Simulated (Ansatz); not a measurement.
Crystal: NaF (Villiaumite).

```
CELL_PARAMETERS angstrom
0.00000 2.32000 2.32000
2.32000 0.00000 2.32000
2.32000 2.32000 0.00000
ATOMIC_POSITIONS crystal
Na 0.00000 0.00000 0.00000
F 0.50000 0.50000 0.50000
```

* Program: Ansatz 0.2.0
* Task: single point
* Functional: PBE
* Potentials or basis: all-electron LAPW, scalar-relativistic
* Cutoff: 261 eV (chosen from the basis error)
* Basis error allowed: 0.001 eV/atom
* k mesh: 10 × 10 × 10
* Occupations: fermi-dirac, width 0.05 eV
* Spin: no spin polarisation

On this cell: pressure 1.9 GPa; largest force zero by symmetry; band gap on the k mesh 6.29 eV, direct.

The same run follows on a disturbed copy (atoms moved at random, drawn with an rms of 0.05 Å):

```
Na F
1.0
     0.00000    2.32000    2.32000
     2.32000    0.00000    2.32000
     2.32000    2.32000    0.00000
Na F
1 1
Direct
  0.99536 0.00740 0.00911
  0.49935 0.50326 0.48739
```

Problem. What changes?

Solution. The energy moves by +3.2 meV/atom; pressure 2.1 GPa; largest force 0.171 eV/Å; band gap on the k mesh 6.29 eV, direct.

Forces on the atoms (eV/Å):
```
Na  -0.142 -0.096 -0.001
F    0.142  0.096  0.001
```

Stress tensor (GPa, compression positive):
```
 2.32 -0.07  0.00
-0.07  2.10  0.00
 0.00  0.00  1.91
```

A k mesh can miss the band edges.
